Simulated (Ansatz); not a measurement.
# Au (P6_3/mmc) in Ansatz: convergence with xc grid

Aim: find how far xc grid must go before the results for Au settle, at r2SCAN. This setting moves, with any that are tied to it; all else stays.

All numbers are computed with Ansatz 0.2.0; they aren't measurements. Logs are shortened: lines on timing, memory, paths and dates and some standing lists are left out, and cuts for length are marked.

**1. The structure**

The structure is hexagonal, space group P6_3/mmc (No. 194). The conventional cell has a = 2.900 Å, b = 2.900 Å, c = 4.880 Å, α = 90.00°, β = 90.00°, γ = 120.00°. Au (site symmetry -6m2) has 12 Au at 2.90 to 2.96 Å as nearest neighbours.

This isn't the form of Au at room conditions, which is fcc.

**2. With xc grid 1**

Input file input.yaml:

```yaml
crystal:
  lattice:
    - [2.9, 0.0, 0.0]
    - [-1.45, 2.511473671, 0.0]
    - [0.0, 0.0, 4.88]
  atoms:
    - { symbol: Au, position: [0.6666666667, 0.3333333333, 0.25] }
    - { symbol: Au, position: [0.3333333333, 0.6666666667, 0.75] }
hamiltonian:
  xc: r2scan
  pseudopotentials: { kind: paw }
kpoints:
  mp_grid: { grid: [9, 9, 5] }
scf:
  occupations: { method: methfessel_paxton, width: 0.1 }
output:
  forces: true
  stress: true
  eigenvalues: true
basis:
  xc_grid: 1
```

Potentials or basis: Ansatz PAW.

Launch:

```console
$ ansatz run input.yaml --threads 2 --pin off --max-ram 5632MiB --backend cpu --events-out ev --progress --plain --runs-dir out
```

Wall time 1.9 s (2 threads of Arm Neoverse V1, shared host); peak memory 0.3 GiB.

Results:

| Item | Value |
| --- | --- |
| Free energy | -26327.0522 eV |
| Pressure | -2.0 GPa |
| Band gap on the k mesh | none (metal or under the smearing width) |

**3. With xc grid 2**

input.yaml: that of step 2 with these lines changed.

```diff
@@ -20,2 +20,2 @@
 basis:
-  xc_grid: 1
+  xc_grid: 2
```

Potentials or basis: Ansatz PAW.

Launch:

```console
$ ansatz run input.yaml --threads 2 --pin off --max-ram 5632MiB --backend cpu --events-out ev --progress --plain --runs-dir out
```

Run time: 2 s. Hardware: 2 threads of Arm Neoverse V1, shared host; peak memory 0.31 GiB.

Results:

- Free energy: -26327.0522 eV
- Pressure: -2.0 GPa
- Band gap on the k mesh: none (metal or under the smearing width)

**4. With xc grid 3**

input.yaml: that of step 3 with these lines changed.

```diff
@@ -20,2 +20,2 @@
 basis:
-  xc_grid: 2
+  xc_grid: 3
```

Launch:

```console
$ ansatz run input.yaml --threads 2 --pin off --max-ram 5632MiB --backend cpu --events-out ev --progress --plain --runs-dir out
```

Wall time 2 s (2 threads of Arm Neoverse V1, shared host); peak memory 0.34 GiB.

Results (log left out):

```
Free energy            : -26327.0522 eV
Pressure               : -2.0 GPa
Band gap on the k mesh : none (metal or under the smearing width)
```

**5. With xc grid 4**

input.yaml: that of step 4 with these lines changed.

```diff
@@ -20,2 +20,2 @@
 basis:
-  xc_grid: 3
+  xc_grid: 4
```

Launch:

```console
$ ansatz run input.yaml --threads 2 --pin off --max-ram 5632MiB --backend cpu --events-out ev --progress --plain --runs-dir out
```

Run time: 2.1 s. Hardware: 2 threads of Arm Neoverse V1, shared host; peak memory 0.38 GiB.

Results (log left out):

```yaml
Free_energy: -26327.0522 eV
Pressure: -2.0 GPa
Band_gap_on_the_k_mesh: none (metal or under the smearing width)
```

**6. With xc grid 5**

input.yaml: that of step 5 with these lines changed.

```diff
@@ -20,2 +20,2 @@
 basis:
-  xc_grid: 4
+  xc_grid: 5
```

Potentials or basis: Ansatz PAW.

Launch:

```console
$ ansatz run input.yaml --threads 2 --pin off --max-ram 5632MiB --backend cpu --events-out ev --progress --plain --runs-dir out
```

The log of the run:

```text
Warning: RAYON_NUM_THREADS=2 ignored (pool sized by the plan → 2); use --threads N
Engine: ansatz 0.2.0, aarch64-unknown-linux-gnu
Pseudopotentials: kind: paw
Pseudopotential: Au, paw, valence charge 19, recommended cutoff 500 eV (meta_gga), Au.paw.azcp
Functional definition: r2SCAN
  parameter k0 = 0.174
  parameter k1 = 0.065
  parameter a1 = 4.9479
  exchange = r2scan_x(k0 = k0, k1 = k1, a1 = a1)
  correlation = r2scan_c
Crystal: 2 atoms, lattice volume = 35.542 Å³
Basis set: ecut = 500 eV, 893 PW (Γ), exchange–correlation on 120×120×180 points (125 copies of the dense FFT grid, shifted against one another)
Bands: 23, of which v1, the nominal top of the filled ones, is band 19 counted from 1 (18 counted from 0)
Symmetry: 24 space group operations
Space group: P63/mmc (ITA 194), of the structure as read, at distance tolerance 3.3e-5 Å
k-points: 36 of 405
Non-local potential: Au, projectors of the file, l = 0: 3, l = 1: 2, l = 2: 2, l = 3: 1
PAW form: soft (Blöchl's): semilocal exchange-correlation on the pseudo side does not see the compensation charge
PAW frozen core: Au, regenerated for the run's functional (the file was generated under x = pbe(κ = 0.804, μ = 0.2195149727645171), c = pbe(β = 0.06672455060314922))
PAW one-centre angular grid: Au, 590 points (default); XC on 160 Gauss nodes
Initial density: superposition of atomic densities (neutral atoms: chi_scale 0, normalization atom), corrected by the library's trained network
Initial wavefunctions: pseudopotential atomic-orbital guess
Functional: x = r2scan, c = r2scan; τ floored in thin density (d = 2e-4 eV/Å³)
SCF iter   1: F=—  HF=-26327.068038 eV  |F-HF|=—  |Δ(HF+E_count)|=         —  Δρ=1.48e-2  dr2=8.02e-2  dr2_τ=5.56e-3  ethr=1.77e-3  ⟨swp⟩=4.8  Hψ=3145  notcnv=0
preconditioner: auto → none  [insulator: Δε(μ)=0.317 eV  Ē_g=11.326 eV  σ=0.100 eV  W_gap=0.92  n_scr=10 (ndim 8)  ℏωp=29.2 eV  f_vac=0.000  D(μ)=0.27/eV (n_scr^D=0)  ε∞_Penn≈7.7]
SCF iter   2: F=—  HF=-26327.052783 eV  |F-HF|=—  |Δ(HF+E_count)|=   1.53e-2  S|Δr|=    0.00e0  Δρ=5.56e-3  dr2=5.83e-3  dr2_τ=4.56e-3  ethr=2.11e-4  ⟨swp⟩=2.0  Hψ=1619  notcnv=0  defer=9
SCF iter   3: F=—  HF=-26327.052053 eV  |F-HF|=—  |Δ(HF+E_count)|=   7.30e-4  S|Δr|=    0.00e0  Δρ=2.20e-3  dr2=6.01e-4  dr2_τ=8.69e-5  ethr=1.53e-5  ⟨swp⟩=2.1  Hψ=1205  notcnv=0  defer=9
SCF iter   4: F=—  HF=-26327.052183 eV  |F-HF|=—  |Δ(HF+E_count)|=   1.30e-4  S|Δr|=    0.00e0  Δρ=1.38e-4  dr2=2.53e-6  dr2_τ=7.16e-7  ethr=1.58e-6  ⟨swp⟩=2.5  Hψ=1405  notcnv=0  defer=9
SCF iter   5: F=—  HF=-26327.052184 eV  |F-HF|=—  |Δ(HF+E_count)|=   5.00e-7  S|Δr|=    0.00e0  Δρ=3.72e-5  dr2=1.82e-7  dr2_τ=3.50e-8  ethr=2.63e-10  ⟨swp⟩=7.5  Hψ=3976  notcnv=0
SCF iter   6: F=-26327.052184 eV  HF=-26327.052184 eV  |F-HF|=1.29e-9  |Δ(HF+E_count)|=   2.50e-7  S|Δr|=    0.00e0  Δρ=2.50e-6  dr2=1.76e-9  dr2_τ=7.48e-11  ethr=2.63e-10  ⟨swp⟩=5.0  Hψ=3304  notcnv=0
SCF 1 converged in 6 iterations: F = -26327.052184 eV  dr2 = 1.76e-9
SCF converged after 6 iterations
Stability not checked: this state was not tested for a lower state beside it, because cold or Methfessel-Paxton smearing, or corrected tetrahedra, fill the levels in a way that the test cannot read (fill_not_monotonic; see scf.lower_state_search)
Free energy (F): -26327.052184 eV
Harris-Foulkes:  -26327.052184 eV  (|F-HF|=1.29e-9)
Internal energy: -26327.052030 eV  (E = F + TS)
E sigma→0 (E₀):  -26327.052146 eV
Entropy (-TS):   -0.000154 eV (-0.077 meV/atom)
Fermi energy:    19.262236 eV
--- Per-component energies (eV) ---
  E_band       = -488.522392
  E_kinetic    = 1210.084304
  E_local      = -3547.170740  (includes V_loc(G=0)·N_el)
  E_nonlocal   = 152.054567
  E_hartree    = 1509.132592
  E_xc         = -435.639819
  E_vxc        = -612.678667  (∫ρ·V_xc dr)
  E_paw        = -19462.639413  (= ΣΔE_a)
  E_vpaw       = -750.901920  (= ΣTr[D̂ρ^β])
  E_aug_tail   = 0.001409  (compensation charges beyond the density's cutoff)
  E_vtau       = 41.820864  (kinetic-family band-sum trace: ∫τ·v_τ [+ j·A + Jᵃ·Aᵃ] dr)
  E_ewald      = -5752.522283
  E_core_change = -0.352647  (= ΣΔE_core)
  E_smearing   = -0.000154  (= −TS)
  E_closure    = -0.000000  (closes the sum)
  Σ components = -26327.052184   (vs F -26327.052184, Δ=0.00e0)
--- Forces (eV/Å), atoms counted from 1 ---
  atom   1  Au     0.00000000    -0.00000000     0.00000000
  atom   2  Au     0.00000000     0.00000000    -0.00000000
  max |Σ_I F_I| component: 0.00e0 eV/Å
--- Stress (GPa, compression-positive) ---
       -1.718987       0.000000      -0.000000
        0.000000      -1.718987      -0.000000
       -0.000000      -0.000000      -2.413612
  P = ⅓ Tr σ = -1.9505 GPa (-19.505 kbar)
--- Band table (eV; the first three rows and the last of 36) ---
  k-point 0: bands = ["-88.1312", "-88.1224", "-39.0902", "-38.9310", "-38.9310", "-38.9114", "-38.9058", "-38.9058", "9.7232", "12.0480", "14.4352", "14.7234", "14.7234", "15.0146", "15.0146", "15.6784", "15.6784", "16.9797", "16.9797", "18.5624", "21.8825", "34.6673", "35.6548"]
  k-point 1: bands = ["-88.1304", "-88.1232", "-39.0733", "-38.9286", "-38.9286", "-38.9286", "-38.9082", "-38.9082", "10.0480", "12.0311", "14.3734", "14.6655", "14.6655", "14.9280", "14.9280", "15.8952", "15.8952", "16.8072", "16.9253", "16.9253", "24.2747", "33.9888", "35.8160"]
  k-point 2: bands = ["-88.1282", "-88.1254", "-39.0289", "-38.9736", "-38.9223", "-38.9223", "-38.9145", "-38.9145", "10.9041", "11.7586", "14.3471", "14.6450", "14.6450", "14.7555", "14.7555", "14.9678", "16.3279", "16.3279", "16.7137", "16.7137", "28.1461", "31.9933", "34.9047"]
  k-point 35: bands = ["-88.1176", "-88.1176", "-39.0635", "-39.0635", "-39.0455", "-39.0308", "-38.9536", "-38.9536", "13.4582", "13.4582", "13.8541", "14.2424", "14.7365", "14.7365", "15.4661", "15.7471", "17.0195", "17.0195", "23.0876", "23.0876", "24.8543", "24.8543", "25.3140"]
```

Run time: 2.3 s. Hardware: 2 threads of Arm Neoverse V1, shared host; peak memory 0.46 GiB.

Results:

```
Free energy            : -26327.0522 eV
Pressure               : -2.0 GPa
Band gap on the k mesh : none (metal or under the smearing width)
```

**7. Result**

| xc grid | energy less the tightest run, at zero smearing (meV/atom) | SCF cycles | CPU time (s) | peak memory (GiB) |
| --- | --- | --- | --- | --- |
| 1 | -0.02 | 6 | 3.6 | 0.3 |
| 2 | 0.00 | 6 | 3.7 | 0.31 |
| 3 | 0.00 | 6 | 3.8 | 0.34 |
| 4 | 0.00 | 6 | 4 | 0.38 |
| 5 | 0.00 | 6 | 4.3 | 0.46 |

Against the tightest run, the energy stays within 1 meV/atom from 1 on. The tightest run that finished is the yardstick and may itself not be fully converged.

Caveats: the PAW data sets come from PBE, with cores solved anew for the run's functional, which leaves a small shift of forces and pressure.
